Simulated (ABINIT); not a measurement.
Crystal: LiH.

```
CELL_PARAMETERS angstrom
0.00000 2.03675 2.03675
2.03675 0.00000 2.03675
2.03675 2.03675 0.00000
ATOMIC_POSITIONS crystal
Li 0.00000 0.00000 0.00000
H 0.50000 0.50000 0.50000
```

Program: ABINIT 10.8.3 (patched build). Alike in all runs: task band structure; no spin polarisation; cell as given; k mesh 11 × 11 × 11; smearing fermi-dirac 0.05 eV.

**Question.** Order these runs on this cell by their band gap on the k mesh, lowest first.
A. level LDA; potentials or basis JTH PAW LDA v2.0; cutoff (eV) 680; fine-grid cutoff 1278.94 eV
B. level r2SCAN; potentials or basis JTH PAW PBE v2.0; cutoff (eV) 816; fine-grid cutoff 1414.99 eV
C. level TB-mBJ; potentials or basis JTH PAW LDA v2.0; cutoff (eV) 816; fine-grid cutoff 1414.99 eV
D. level PBE; potentials or basis JTH PAW PBE v2.0; cutoff (eV) 680; fine-grid cutoff 1278.94 eV

**Answer.** A (2.84 eV), D (3.19 eV), B (3.84 eV), C (5.18 eV).

Caveats: the mesh misses the band edges, which the band path finds closer together; the constant c of TB-mBJ comes from the pseudo density here, which moves gaps by up to 0.3 eV between sets of potentials (some runs).

Not every run made on this cell is shown here.
